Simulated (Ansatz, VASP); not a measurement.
# SiH2C (SiC wire along [110], 8 atoms a period, H-terminated) in two plane-wave programs

Aim: how closely do two programs agree when they are given the same cell, functional and k mesh? The structure shown is the start of the Ansatz relaxation below; VASP solves that cell, so the two are compared at the walk's first step.

Calculated with Ansatz 0.2.0; plane waves, with VASP 6.6.1 beside it; single point at PBE.

### 1. The structure

The cell holds 16 atoms: 4 C, 8 H and 4 Si. Cell: a = 13.770 Å, b = 12.298 Å, c = 3.097 Å, α = 90.0°, β = 90.0°, γ = 90.0°. Vacuum lies along a and b. The structure's axis is c.

### 2. Ansatz: relaxation, PBE

Ansatz runs on its PAW soft_1 files.

The two programs are compared at the cell with which this relaxation starts, whose forces are those of its first step.

Input file input.yaml:

```yaml
crystal:
  lattice:
    - [13.77, 0.0, 0.0]
    - [0.0, 12.298, 0.0]
    - [0.0, 0.0, 3.0971277016]
  atoms:
    - { symbol: C, position: [0.38806862, 0.499984861, 0.0] }
    - { symbol: H, position: [0.405954975, 0.723502004, 0.0] }
    - { symbol: Si, position: [0.467589317, 0.625904836, 0.0] }
    - { symbol: Si, position: [0.467589317, 0.374064886, 0.0] }
    - { symbol: C, position: [0.706151409, 0.499984861, 0.0] }
    - { symbol: H, position: [0.753110908, 0.574344609, 0.0] }
    - { symbol: H, position: [0.753110908, 0.425625114, 0.0] }
    - { symbol: H, position: [0.24691358, 0.597582029, 0.5] }
    - { symbol: H, position: [0.24691358, 0.402387693, 0.5] }
    - { symbol: Si, position: [0.308547923, 0.499984861, 0.5] }
    - { symbol: C, position: [0.547110014, 0.625904836, 0.5] }
    - { symbol: C, position: [0.547110014, 0.374064886, 0.5] }
    - { symbol: H, position: [0.594069513, 0.700264583, 0.5] }
    - { symbol: H, position: [0.594069513, 0.299705139, 0.5] }
    - { symbol: Si, position: [0.626630711, 0.499984861, 0.5] }
    - { symbol: H, position: [0.405954975, 0.276467718, 0.0] }
kpoints:
  mp_grid: { grid: [1, 1, 26] }
scf:
  occupations: { method: fermi_dirac, width: 0.05 }
hamiltonian:
  xc: pbe
  pseudopotentials: { kind: paw, azcp: { folder: soft_1 } }
relax:
  cell: { fix: [a, b, alpha, beta, gamma] }
  max_steps: 45
  f_tol: 0.03
```

Run with:

```bash
ansatz run input.yaml --threads 4 --pin off --max-ram 16384MiB --backend cpu --events-out ev --progress --plain --runs-dir out
```

Numbers of over 12 decimals in the logs are rounded to 6 here.

The program printed:

```text
Engine: ansatz 0.2.0, aarch64-unknown-linux-gnu
Pseudopotentials: kind: paw
Pseudopotential: C, paw, valence charge 4, recommended cutoff 420 eV (normal), soft_1/C.paw.azcp
Pseudopotential: H, paw, valence charge 1, recommended cutoff 420 eV (normal), soft_1/H.paw.azcp
Pseudopotential: Si, paw, valence charge 4, recommended cutoff 420 eV (normal), soft_1/Si.paw.azcp
Functional definition: PBE
  parameter kappa = 0.804
  parameter beta = 0.066725
  exchange = pbe_x(kappa = kappa, mu = beta*pi^2/3)
  correlation = pbe_c(beta = beta)
Crystal: 16 atoms, lattice volume = 524.478 Å³
Basis set: ecut = 420 eV, 10237 PW (Γ), exchange–correlation on 192×180×48 points (8 copies of the dense FFT grid, shifted against one another)
Bands: 36, of which v1, the nominal top of the filled ones, is band 20 counted from 1 (19 counted from 0)
Symmetry: 4 space group operations
Space group: Pmm2 (ITA 25), of the structure as read, at distance tolerance 8.1e-5 Å
k-points: 14 of 26
Non-local potential: C, projectors of the file, l = 0: 2, l = 1: 2, l = 2: 1
Non-local potential: H, projectors of the file, l = 0: 2, l = 1: 1
Non-local potential: Si, projectors of the file, l = 0: 2, l = 1: 2, l = 2: 1
PAW form: soft (Blöchl's): semilocal exchange-correlation on the pseudo side does not see the compensation charge
PAW one-centre angular grid: C, 110 points (default); XC on 64 Gauss nodes
PAW one-centre angular grid: H, 110 points (default); XC on 64 Gauss nodes
PAW one-centre angular grid: Si, 110 points (default); XC on 64 Gauss nodes
Initial density: superposition of atomic densities (neutral atoms: chi_scale 0, normalization atom)
Initial wavefunctions: pseudopotential atomic-orbital guess
Functional: x = pbe(κ = 0.804, μ = 0.219515), c = pbe(β = 0.066725)
SCF iter   1: F=—  HF=-3686.316071 eV  |F-HF|=—  |Δ(HF+E_count)|=         —  Δρ=6.95e-2  dr2=3.22e1  ethr=3.10e-3  ⟨swp⟩=9.2  Hψ=3283  notcnv=0  defer=43
preconditioner: auto → Resta (q_TF=auto, 1.777 Å⁻¹)  ε∞=1.6  [insulator: Δε(μ)=5.617 eV  Ē_g=13.416 eV  σ=0.050 eV  W_gap=1.00  n_scr=40 (ndim 8)  ℏωp=10.3 eV  f_vac=0.579  D(μ)=0.00/eV (n_scr^D=0)  ε∞_Penn≈1.6  vacuum switching on, ρ_ref=1.3e-2 e/Å³]
SCF iter   2: F=—  HF=-3676.762621 eV  |F-HF|=—  |Δ(HF+E_count)|=    9.55e0  Δρ=2.71e-2  dr2=2.70e0  ethr=3.10e-3  ⟨swp⟩=4.9  Hψ=1433  notcnv=0  defer=117
SCF iter   3: F=—  HF=-3676.113240 eV  |F-HF|=—  |Δ(HF+E_count)|=   6.49e-1  Δρ=1.05e-2  dr2=5.08e-1  ethr=3.10e-3  ⟨swp⟩=3.8  Hψ=1014  notcnv=0  defer=121
SCF iter   4: F=—  HF=-3676.004767 eV  |F-HF|=—  |Δ(HF+E_count)|=   1.08e-1  Δρ=2.04e-3  dr2=4.85e-2  ethr=1.27e-3  ⟨swp⟩=5.6  Hψ=932  notcnv=0  defer=121
SCF iter   5: F=—  HF=-3675.994588 eV  |F-HF|=—  |Δ(HF+E_count)|=   1.02e-2  Δρ=7.42e-4  dr2=1.57e-3  ethr=1.21e-4  ⟨swp⟩=3.2  Hψ=820  notcnv=0  defer=130
SCF iter   6: F=—  HF=-3675.995592 eV  |F-HF|=—  |Δ(HF+E_count)|=   1.00e-3  Δρ=2.22e-4  dr2=4.00e-4  ethr=3.93e-6  ⟨swp⟩=2.1  Hψ=650  notcnv=0  defer=130
SCF iter   7: F=—  HF=-3675.995572 eV  |F-HF|=—  |Δ(HF+E_count)|=   2.07e-5  Δρ=6.17e-5  dr2=1.98e-5  ethr=1.00e-6  ⟨swp⟩=2.6  Hψ=743  notcnv=0  defer=130
SCF iter   8: F=—  HF=-3675.995691 eV  |F-HF|=—  |Δ(HF+E_count)|=   1.20e-4  Δρ=1.67e-5  dr2=1.43e-6  ethr=4.96e-8  ⟨swp⟩=2.2  Hψ=690  notcnv=0  defer=130
SCF iter   9: F=—  HF=-3675.995692 eV  |F-HF|=—  |Δ(HF+E_count)|=   6.03e-7  Δρ=6.77e-6  dr2=2.85e-7  ethr=3.58e-9  ⟨swp⟩=2.0  Hψ=656  notcnv=0  defer=130
SCF iter  10: F=-3675.995692 eV  HF=-3675.995692 eV  |F-HF|=5.93e-9  |Δ(HF+E_count)|=   4.74e-8  Δρ=1.22e-6  dr2=7.03e-9  ethr=2.50e-10  ⟨swp⟩=5.3  Hψ=1589  notcnv=0
SCF 1 converged in 10 iterations: F = -3675.995692 eV  dr2 = 7.03e-9
  greatest PAW one-centre occupation: 0.647 electrons in one spin orbital (limit 2), on the C atom at site 4 (counted from 0), in its partial waves of l = 0
relax step   1: F+E_penalty+E_count = -3675.99569197 eV  Δ(F+E_penalty+E_count) = +0.000e0 eV  max|allowed force component| = 9.048e-1 eV/Å  Δτ_max = 0.0000 Å  P = -0.019 GPa  Ω = 524.478 Å³  fix = [a, b, alpha, beta, gamma]  reactions: a -0.243, b -0.165 GPa  (10 SCF iters, dr2 threshold 1.00e-7 eV, accepted)
[...]
relax step   4: F+E_penalty+E_count = -3676.09741345 eV  Δ(F+E_penalty+E_count) = -1.108e-3 eV  max|allowed force component| = 3.837e-2 eV/Å  Δτ_max = 0.0063 Å  P = -0.003 GPa  Ω = 528.850 Å³  energy of the carried Pulay correction = -1.305e-3 eV  fix = [a, b, alpha, beta, gamma]  reactions: a -0.005, b -0.026 GPa  (5 SCF iters, dr2 threshold 2.31e-7 eV, accepted)
[...]
relax step   5: F+E_penalty+E_count = -3676.09747608 eV  Δ(F+E_penalty+E_count) = -6.263e-5 eV  max|allowed force component| = 3.654e-3 eV/Å  Δτ_max = 0.0024 Å  P = -0.003 GPa  Ω = 528.902 Å³  energy of the carried Pulay correction = -1.320e-3 eV  fix = [a, b, alpha, beta, gamma]  reactions: a -0.013, b +0.006 GPa  (5 SCF iters, dr2 threshold 9.20e-8 eV, accepted)
[...]
relax step   6: F+E_penalty+E_count = -3676.09896448 eV  Δ(F+E_penalty+E_count) = -1.488e-3 eV  max|allowed force component| = 3.643e-3 eV/Å  Δτ_max = 0.0000 Å  P = +0.001 GPa  Ω = 528.902 Å³  fix = [a, b, alpha, beta, gamma]  reactions: a -0.010, b +0.006 GPa  stress off target by 8.12e-3 GPa on what of the cell is left free  SCF on the basis re-selected at this cell (its energy is not comparable with the rows above)  (6 SCF iters)
basis re-selected at this cell: Δ(F+E_penalty+E_count) = -1.488e-3 eV, ΔP = +0.004 GPa vs the last step (what re-selecting the basis moved, of the pressure what is left beyond the Pulay correction that the steps carried, after the strain that the cell walked since its last selection, with what the two solves' SCF thresholds leave and, on support functions, any second-order correction that the steps lacked; it is no m [...]
SCF converged after 6 iterations
Free energy (F): -3676.098964 eV
Harris-Foulkes:  -3676.098964 eV  (|F-HF|=2.01e-9)
Internal energy: -3676.098964 eV  (E = F + TS)
E sigma→0 (E₀):  -3676.098964 eV
Fermi energy:    -1.154308 eV
--- Per-component energies (eV) ---
  E_band       = -325.319557
  E_kinetic    = 633.083704
  E_local      = -6748.320006  (includes V_loc(G=0)·N_el)
  E_nonlocal   = 186.616071
  E_hartree    = 3083.789451
  E_xc         = -489.466252
  E_vxc        = -520.202077  (∫ρ·V_xc dr)
  E_paw        = -2451.767009  (= ΣΔE_a)
  E_vpaw       = -44.068161  (= ΣTr[D̂ρ^β])
  E_aug_tail   = -0.007930  (compensation charges beyond the density's cutoff)
  E_ewald      = 2109.973006
  E_smearing   = -0.000000  (= −TS)
  E_closure    = 0.000000  (closes the sum)
  Σ components = -3676.098964   (vs F -3676.098964, Δ=0.00e0)
--- Forces (eV/Å), atoms counted from 1 ---
  atom   1  C      0.00086795     0.00000000     0.00000000
  atom   2  H      0.00079516     0.00125154     0.00000000
  atom   3  Si    -0.00298662    -0.00182730     0.00000000
  atom   4  Si    -0.00298662     0.00182730     0.00000000
  atom   5  C      0.00145960     0.00000000     0.00000000
  atom   6  H      0.00048674     0.00053412     0.00000000
  atom   7  H      0.00048674    -0.00053412     0.00000000
  atom   8  H      0.00093182     0.00017554     0.00000000
  atom   9  H      0.00093182    -0.00017554     0.00000000
  atom  10  Si     0.00148636     0.00000000     0.00000000
  atom  11  C      0.00030268    -0.00352919     0.00000000
  atom  12  C      0.00030268     0.00352919     0.00000000
  atom  13  H      0.00038483     0.00110610     0.00000000
  atom  14  H      0.00038483    -0.00110610     0.00000000
  atom  15  Si    -0.00364253     0.00000000     0.00000000
  atom  16  H      0.00079516    -0.00125154     0.00000000
  max |Σ_I F_I| component: 6.03e-7 eV/Å
--- Stress (GPa, compression-positive) ---
       -0.010496       0.000000       0.000000
        0.000000       0.005580       0.000000
        0.000000       0.000000       0.008116
  P = ⅓ Tr σ = 0.0011 GPa (0.011 kbar)
--- Relaxed structure (5 steps of the walk, 5 accepted, 1 SCFs on fresh bases) ---
  F+E_penalty+E_count = -3676.09896448 eV   max|allowed force component| = 3.643e-3 eV/Å   (the final SCF, on the basis selected at the relaxed cell)
  cell:  # Å, volume = 528.9021 Å³
    - [13.77, 0.0, 0.0]
    - [0.0, 12.298, 0.0]
    - [0.0, 0.0, 3.123251]
  atoms:
    - { symbol: C, position: [0.388051, 0.499985, 0.0] }
    - { symbol: H, position: [0.406373, 0.724887, 0.0] }
    - { symbol: Si, position: [0.468969, 0.624899, 0.0] }
    - { symbol: Si, position: [0.468969, 0.375071, 0.0] }
    - { symbol: C, position: [0.705947, 0.499985, 0.0] }
    - { symbol: H, position: [0.753696, 0.571958, 0.0] }
    - { symbol: H, position: [0.753696, 0.428011, 0.0] }
    - { symbol: H, position: [0.245995, 0.598369, 0.500000] }
    - { symbol: H, position: [0.245995, 0.401600, 0.500000] }
    - { symbol: Si, position: [0.310331, 0.499985, 0.500000] }
    - { symbol: C, position: [0.546332, 0.622990, 0.500000] }
    - { symbol: C, position: [0.546332, 0.376979, 0.500000] }
    - { symbol: H, position: [0.591229, 0.697504, 0.500000] }
    - { symbol: H, position: [0.591229, 0.302466, 0.500000] }
    - { symbol: Si, position: [0.629380, 0.499985, 0.500000] }
    - { symbol: H, position: [0.406373, 0.275083, 0.0] }
```

(Part 1 of 2 ends here.)

[Lines on the potential files, build, host, timing and source positions are cut from VASP's logs without a mark.]

[Logs are printed without paths, hosts, clocks, repeated set-up lines and the standing remarks that a program may print on its own settings, such as how far it seeks lower states.]

[Hosts, paths, dates, database ids (printed as entryN), source tags and the programs' standing remarks are cut or masked in the printed files.]
